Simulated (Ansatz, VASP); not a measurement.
One calculation of MgI2, two programs

The input INCAR:

```
SYSTEM = MgI2
ALGO = Normal
EDIFF = 1E-7
ENCUT = 520
GGA = PE
ISIF = 2
ISMEAR = 0
LASPH = .TRUE.
LCHARG = .FALSE.
LREAL = .FALSE.
LWAVE = .FALSE.
NBANDS = 15
NELM = 100
PREC = Accurate
SIGMA = 0.05
```

The input KPOINTS:

```
k-points
0
G
  6 6 4
  0 0 0
```

Contents of POSCAR:

```
MgI2
1.0
    4.2734827252      0.0000000000      0.0000000000
   -2.1367413626      3.7009446027      0.0000000000
    0.0000000000      0.0000000000      7.9347883382
Mg I
1 2
Direct
    0.0000000000      0.0000000000      0.0000000000
    0.3333333333      0.6666666667      0.7935475476
    0.6666666667      0.3333333333      0.2064524524
```

Input for Ansatz:

```yaml
crystal:
  lattice:
    - [4.2734827252, 0.0, 0.0]
    - [-2.1367413626, 3.7009446027, 0.0]
    - [0.0, 0.0, 7.9347883382]
  atoms:
    - { symbol: Mg, position: [0.0, 0.0, 0.0] }
    - { symbol: I, position: [0.3333333333, 0.6666666667, 0.7935475476] }
    - { symbol: I, position: [0.6666666667, 0.3333333333, 0.2064524524] }
basis:
  ecutwfc: 520.0
kpoints:
  mp_grid: { grid: [6, 6, 4] }
hamiltonian:
  xc: pbe
scf:
  occupations: { method: gaussian, width: 0.05 }
output:
  forces: true
  stress: true
  eigenvalues: true
```

Alike in both runs: task single point; functional PBE; k mesh 6 × 6 × 4; occupations gaussian, width 0.05 eV; no spin polarisation.

|  | VASP | Ansatz |
| --- | --- | --- |
| version | VASP 6.6.1 | Ansatz 0.2.0 |
| potentials or method | VASP PAW PBE potentials, release 64 (Mg, I) | scalar-relativistic, plane waves, PAW |
| plane-wave cutoff (eV) | 520 | 520 |
| valence electrons in the cell | 16 | 44 |

Ansatz gave:

| Property | Result |
| --- | --- |
| gap on the k mesh at the Fermi level (eV) | 3.69 |
| least direct gap on the mesh (eV) | 3.72 |
| pressure (GPa) | -0.3 |
| largest component of the traceless stress (GPa) | 0.52 |
| rms of the force components (eV/Å) | 0.027 |

Question: Which values does VASP return?

Answer: gap on the k mesh at the Fermi level (eV): 3.67; least direct gap on the mesh (eV): 3.70; pressure (GPa): -0.4; largest component of the traceless stress (GPa): 0.53; rms of the force components (eV/Å): 0.022.

Atom by atom the forces differ by 0.005 eV/Å (rms over components). The two sets of potentials don't hold the same shells in valence.

Caveats: spin-orbit coupling is left out, which moves the levels of the heavy elements; this functional lacks dispersion, which binds the layers, so the pressure and a relaxed spacing across them are unreliable. A k mesh can miss the band edges.
